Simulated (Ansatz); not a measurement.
**⁹¹Zr NMR of the central transition in Zr3N4 under strain**

Cell: a structure deposited in the COD, relaxed with PBE at fixed cell and then changed (z stretched by 1 %, ions relaxed).

```xyz
14
Lattice="-3.3700 3.3700 3.4037 3.3700 -3.3700 3.4037 3.3700 3.3700 -3.4037" Properties=species:S:1:pos:R:3 pbc="T T T"
Zr    2.5357    0.0000    1.7019
Zr    1.6850    2.5193    0.0000
Zr    0.8343    0.0000    5.1056
Zr    5.0550    0.8507    0.0000
Zr    0.0000    1.6850    2.5528
Zr    0.0000    5.0550    0.8509
N     0.4629    0.4590    0.4635
N    -1.2260    1.2221    4.6421
N    -0.4629    2.9110    0.4635
N     4.5960   -1.2221    1.2384
N     0.4629   -0.4590    2.9402
N     2.1440    2.1479    2.1653
N     2.9071    0.4590   -0.4635
N     1.2260    4.5921   -1.2384
```

Sites (sets of like atoms) are named by element and the number of their first atom in this list.

Level of theory: DFT, PBE, plane waves and PAW, scalar-relativistic, 420 eV cutoff, Γ-centred 6×6×6 k-points, Fermi–Dirac smearing 0.02 eV (Ansatz 0.2.0).

⁹¹Zr has I = 5/2 and Q = -176.0 mb (Pyykkö 2018); at 35.2 T its Larmor frequency is ν₀ = 139.9 MHz. Only the quadrupole interaction is simulated: positions count from each site's isotropic chemical shift, and shift anisotropy, dipolar and J coupling are left out.

(1) Simulate the second-order pattern (static powder, Gaussian broadening 20 kHz) of site Zr1 (8 N at 2.23–2.46 Å).

## Answers

(1) The calculation gives C_Q = -41.2 MHz and η = 0.16, so ν_Q = 6.18 MHz and the centre of gravity lies at -524 ppm (-73.4 kHz).

```csv
offset (kHz),height
-308.5,0
-292.8,7
-277.1,39
-261.4,59
-245.7,66
-230.0,75
-214.3,93
-198.6,100
-182.9,79
-167.2,67
-151.5,60
-135.8,56
-120.1,53
-104.4,51
-88.7,50
-73.0,49
-57.3,48
-41.5,47
-25.8,47
-10.1,47
5.6,41
21.3,38
37.0,40
52.7,43
68.4,47
84.1,54
99.8,67
115.5,92
131.2,85
146.9,45
162.6,7
178.3,0
```

Without spin–orbit coupling (the program notes it for Zr) the gradients can shift somewhat, as the gap is small.
